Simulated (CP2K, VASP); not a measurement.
Given: the input of a run of CP2K 2026.2 on SnO2 (Cassiterite). 

Contents of sno2_scf.inp:

```
&GLOBAL
  PROJECT sno2_scf
  RUN_TYPE ENERGY_FORCE
  PRINT_LEVEL LOW
&END GLOBAL
&FORCE_EVAL
  METHOD QS
  STRESS_TENSOR ANALYTICAL
  &DFT
    BASIS_SET_FILE_NAME BASIS_MOLOPT_UZH
    POTENTIAL_FILE_NAME POTENTIAL_UZH
    &MGRID
      CUTOFF 600
      REL_CUTOFF 60
      NGRIDS 5
    &END MGRID
    &QS
      METHOD GPW
      EPS_DEFAULT 1.0E-10
    &END QS
    &KPOINTS
      SCHEME MONKHORST-PACK 6 6 8
      GAMMA_CENTERED T
      SYMMETRY T
      SYMMETRY_BACKEND SPGLIB
    &END KPOINTS
    &SCF
      SCF_GUESS ATOMIC
      EPS_SCF 1.0E-6
      MAX_SCF 100
      ADDED_MOS 18
      CHOLESKY OFF
      EPS_EIGVAL 1.0E-7
      &DIAGONALIZATION ON
        ALGORITHM STANDARD
      &END DIAGONALIZATION
      &MIXING ON
        METHOD BROYDEN_MIXING
        ALPHA 0.4
        BETA 1.5
        NBUFFER 8
      &END MIXING
      &SMEAR ON
        METHOD GAUSSIAN
        SIGMA [eV] 0.014
      &END SMEAR
    &END SCF
    &XC
      &XC_FUNCTIONAL
        &GGA_X_PBE
        &END GGA_X_PBE
        &GGA_C_PBE
        &END GGA_C_PBE
      &END XC_FUNCTIONAL
    &END XC
    &PRINT
      &KPOINTS ON
      &END KPOINTS
      &MULLIKEN ON
      &END MULLIKEN
      &MO ON
        ENERGIES T
        OCCUPATION_NUMBERS T
        &EACH
          QS_SCF 0
        &END EACH
        ADD_LAST NUMERIC
      &END MO
      &LOWDIN ON
      &END LOWDIN
      &HIRSHFELD ON
        SHAPE_FUNCTION DENSITY
      &END HIRSHFELD
    &END PRINT
  &END DFT
  &SUBSYS
    &CELL
      A 4.7380000000 0.0000000000 0.0000000000
      B 0.0000000000 4.7380000000 0.0000000000
      C 0.0000000000 0.0000000000 3.1865000000
      PERIODIC XYZ
    &END CELL
    &COORD
      Sn  2.3690000000 2.3690000000 1.5932500000
      Sn  0.0000000000 0.0000000000 0.0000000000
      O   3.8240398000 0.9139602000 1.5932500000
      O   3.2829602000 3.2829602000 0.0000000000
      O   0.9139602000 3.8240398000 1.5932500000
      O   1.4550398000 1.4550398000 0.0000000000
    &END COORD
    &KIND Sn
      BASIS_SET TZVP-MOLOPT-PBE-GTH-q4
      POTENTIAL GTH-PBE-q4
    &END KIND
    &KIND O
      BASIS_SET TZVP-MOLOPT-PBE-GTH-q6
      POTENTIAL GTH-PBE-q6
    &END KIND
    &PRINT
      &ATOMIC_COORDINATES ON
      &END ATOMIC_COORDINATES
      &CELL ON
      &END CELL
      &SYMMETRY ON
      &END SYMMETRY
    &END PRINT
  &END SUBSYS
  &PRINT
    &FORCES ON
    &END FORCES
    &STRESS_TENSOR ON
    &END STRESS_TENSOR
  &END PRINT
&END FORCE_EVAL
```

Potentials or basis: POTENTIAL_UZH Sn GTH-PBE-q4, O GTH-PBE-q6; TZVP-MOLOPT-PBE-GTH basis.

Launch:

```sh
$ OMP_NUM_THREADS=1 cp2k.psmp -i sno2_scf.inp -o sno2_scf.out
```

Task: Translate it to VASP 6.6.1. Potentials or basis there: PBE PAW files O, Sn_d, 520 eV.

Result: As run (cutoffs and basis follow the program's own potentials, and thresholds, step limits or extra output files can differ):

The input INCAR:

```
PREC = Accurate
ENCUT = 520
EDIFF = 1E-6
ISMEAR = 0
SIGMA = 0.014
LREAL = F
LASPH = T
NELM = 80
ALGO = Normal
ISIF = 2
LWAVE = F
LCHARG = F
GGA = PE
```

The input KPOINTS:

```
Automatic mesh
0
Gamma
  6 6 8
```

Contents of POSCAR:

```
SnO2
1.0
    4.7380000000      0.0000000000      0.0000000000
    0.0000000000      4.7380000000      0.0000000000
    0.0000000000      0.0000000000      3.1865000000
Sn O
2 4
Direct
    0.5000000000      0.5000000000      0.5000000000
    0.0000000000      0.0000000000      0.0000000000
    0.8071000000      0.1929000000      0.5000000000
    0.6929000000      0.6929000000      0.0000000000
    0.1929000000      0.8071000000      0.5000000000
    0.3071000000      0.3071000000      0.0000000000
```

Potentials or basis: VASP PAW PBE potentials, release 64 (Sn_d, O).

Run with:

```bash
$ cat potpaw_PBE.64/Sn_d/POTCAR potpaw_PBE.64/O/POTCAR > POTCAR
$ mpirun -np 1 vasp_std > vasp.out
```

Both were run:

|  | CP2K | VASP |
| --- | --- | --- |
| Pressure | 14.2 GPa | 11.8 GPa |
| Largest force | 0.296 eV/Å | 0.294 eV/Å |

The potentials hold 32 and 52 valence electrons a cell.

The cell lies far from this level's equilibrium.

Pressure is positive in compression.
